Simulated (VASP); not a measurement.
Sr:

```
Sr
1.0
     0.00000    3.04235    3.04235
     3.04235    0.00000    3.04235
     3.04235    3.04235    0.00000
Sr
1
Direct
  0.00000 0.00000 0.00000
```

* Program: VASP 6.6.1
* Task: single point
* Functional: PBE
* Potentials or basis: VASP PAW PBE potentials, release 64 (Sr_sv)
* Cutoff: 520 eV
* k mesh: 8 × 8 × 8
* Occupations: fermi-dirac, width 0.05 eV
* Spin: no spin polarisation

On this cell: pressure -0.3 GPa; band gap on the k mesh none (metal or under the smearing width).

The same run follows on a disturbed copy (cell strained at random at fixed volume):

```
Sr
1.0
     0.06610    3.01958    2.96526
     3.13463    0.00753    3.02383
     3.12896    3.07248    0.01320
Sr
1
Direct
  0.99000 0.99567 0.01497
```

Problem. What does the disturbed cell give?

Solution. The energy (extrapolated to zero smearing) moves by +3.3 meV/atom; pressure -0.3 GPa; band gap on the k mesh none (metal or under the smearing width).

Stress tensor (GPa, compression positive):
```
-0.43 -0.23 -0.28
-0.23 -0.29  0.19
-0.28  0.19 -0.21
```
